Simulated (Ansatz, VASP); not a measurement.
**One calculation of InP, two programs**

File INCAR:

```
PREC = Accurate ; ENCUT = 520
EDIFF = 1E-7 ; ISMEAR = -1
SIGMA = 0.05 ; LREAL = False
LASPH = True ; NELM = 60
ALGO = Normal ; ISIF = 2
LWAVE = False ; LCHARG = False
GGA = PE ; NBANDS = 16
```

File KPOINTS:

```
Automatic mesh
0
Gamma
  8 8 8
```

The input POSCAR:

```
InP
1.0
    0.0000000000      2.7871711834      2.7871711834
    2.7871711834      0.0000000000      2.7871711834
    2.7871711834      2.7871711834      0.0000000000
In P
1 1
Direct
    0.0000000000      0.0000000000      0.0000000000
    0.5000000000      0.5000000000      0.5000000000
```

File input.yaml:

```yaml
crystal:
  lattice:
    - [0.0, 2.7871711834, 2.7871711834]
    - [2.7871711834, 0.0, 2.7871711834]
    - [2.7871711834, 2.7871711834, 0.0]
  atoms:
    - { symbol: In, position: [0.0, 0.0, 0.0] }
    - { symbol: P, position: [0.5, 0.5, 0.5] }
hamiltonian:
  xc: pbe
  pseudopotentials: { kind: paw }
kpoints:
  mp_grid: { grid: [8, 8, 8] }
scf:
  occupations: { method: fermi_dirac, width: 0.05 }
output:
  forces: true
  stress: true
  eigenvalues: true
  write_density: true
  write_potential: true
  elf: true
  volumetric_format: npy
```

Change from the starting cell: volume scaled by 1.02.

Alike in both runs: task single point; functional PBE; k mesh 8 × 8 × 8; occupations fermi-dirac, width 0.05 eV; no spin polarisation.

```csv
,VASP,Ansatz
version,VASP 6.6.1,Ansatz 0.2.0
potentials or method,"VASP PAW PBE potentials, release 64 (In_d, P)",Ansatz PAW
plane-wave cutoff (eV),520,420
valence electrons in the cell,18,18
```

|  | VASP | Ansatz | Ansatz less VASP |
| --- | --- | --- | --- |
| gap on the k mesh at the Fermi level (eV) | none | none | - |
| pressure (GPa) | -1.5 | -1.4 | +0.03 |

A gap of «none» marks a metal or a gap that the smearing closes. With one functional, cell and mesh, what is left measures potentials, basis and numerics.
